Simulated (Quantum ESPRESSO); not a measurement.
**TiB2: equation of state with PBE**

TiB2:

```
Ti B
1.0
     3.02920    0.00000    0.00000
    -1.51460    2.62336    0.00000
     0.00000    0.00000    3.22840
Ti B
1 2
Direct
  0.00000 0.00000 0.00000
  0.66667 0.33333 0.50000
  0.33333 0.66667 0.50000
```

| Item | Value |
| --- | --- |
| Program | Quantum ESPRESSO 7.5 |
| Task | equation of state |
| Functional | PBE |
| Potentials or basis | SSSP 1.3 efficiency PBE |
| Cutoff | 748 eV |
| Density cutoff | 5987 eV |
| k mesh | 10 × 10 × 8 |
| Occupations | fermi-dirac, width 0.05 eV |
| Spin | no spin polarisation |

```json
{"Equilibrium volume": "8.56 Å³/atom", "Bulk modulus at fixed shape and positions": "254 GPa", "Pressure derivative of the bulk modulus": "3.8"}
```

Energy against volume, from the lowest point:
```
volume (Å³/atom)  energy (meV/atom)
           8.039              27.59
           8.210              11.98
           8.381               2.99
           8.552               0.00
           8.723               2.46
           8.894               9.86
           9.065              21.76
```

All runs of the series together: 2.5 min on 1 thread of Arm Neoverse V1, with other jobs on the host.

Caveat: the cell was scaled at fixed shape and fractional positions, which overstates the stiffness of a crystal with free parameters, most of all of layers and chains.
